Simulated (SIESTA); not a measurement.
Runs of SIESTA 5.4.2 on ScAl3. It takes space group Pm-3m (No. 221, cubic). Conventional cell: a = 4.088 Å, b = 4.088 Å, c = 4.088 Å, α = 90.00°, β = 90.00°, γ = 90.00°. Around Sc (site symmetry m-3m) lie 12 Al at 2.89 Å. Al (site symmetry 4/mmm) is surrounded by 4 Sc at 2.89 Å and 8 Al at 2.89 Å. The cell is a database's computed one.

```csv
potentials or basis,gap on the mesh (eV),pressure (GPa)
"PseudoDojo 0.4 standard (PBEsol files), DZ (energy shift 0.003 Ry; two zetas on semicore shells)",none,1.7
"PseudoDojo 0.4 standard (PBEsol files), TZDP (energy shift 0.003 Ry; two zetas on semicore shells)",none,-1.2
"PseudoDojo 0.4 standard (PBEsol files), SZ (energy shift 0.003 Ry)",none,6.8
"PseudoDojo 0.4 standard (PBEsol files), TZP (energy shift 0.003 Ry; two zetas on semicore shells)",none,-1.2
"PseudoDojo 0.4 standard (PBEsol files), SZP (energy shift 0.003 Ry)",none,2.0
"PseudoDojo 0.4 standard (PBEsol files), DZP (energy shift 0.003 Ry; two zetas on semicore shells)",none,(a)
```

Alike in all rows: task band structure; level PBEsol; no spin polarisation; cell as given; k mesh 7 × 7 × 7; smearing fermi-dirac 0.05 eV; grid cutoff 800 Ry; energy shift 0.003 Ry.

Problem. Fill in the values left out.

Solution. (a) -1.1.

Caveats: the basis of atomic orbitals isn't converged, which shifts pressures, moduli and gaps; the basis has no polarisation orbitals (some runs).

A gap of «none» marks a metal or a gap under the smearing width.
